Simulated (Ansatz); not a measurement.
**Sb: pressure against volume**

Sb, Pm-3m, a = 3.062 Å. This isn't the element's structure at ambient conditions. Ansatz: PBEsol, PAW, 420 eV, Γ-centred 14×14×14 mesh on 1 atom, Gaussian smearing 0.10 eV; no spin polarisation. Symmetry fixes shape and atoms, so the cell is only scaled; pressure is positive in compression.

```
V (Å³/atom) P (GPa)
     25.257        ?
     26.118     7.04
     26.980     4.29
     27.841     1.97
     28.702    -0.02
     29.563    -1.70
     30.424    -3.14
     31.572    -4.74
```

Take V0 = 28.702 Å³/atom, count pressures from its P0 = -0.02 GPa, fit the third-order Birch–Murnaghan form to the other rows, and predict the missing pressure.

With the Eulerian strain f = ½[(V0/V)^(2/3) − 1] and y = (P − P0)/[3f(1 + 2f)^(5/2)], the form is the line y = B0 + 1.5 B0 (B0′ − 4) f. Rows (f, y): 0.03246, 62.0; 0.02105, 61.6; 0.01026, 61.5; -0.00976, 60.3; -0.01905, 60.2; -0.03078, 59.9. Means f = 0.0006967, y = 60.917; Σ(Δf)² = 0.003005, ΣΔfΔy = 0.1065; the slope is their ratio. y = 60.89 + 35.44 f GPa, so B0 = 60.9 GPa and B0′ = 4 + 2 × (35.44)/(3 × 60.89) = 4.39. At V = 25.257, f = 0.04449, y = 62.47 and P = 10.30 GPa. The run gave 10.41 GPa, so the fit is 0.11 GPa too low, a small miss on the scale of the series.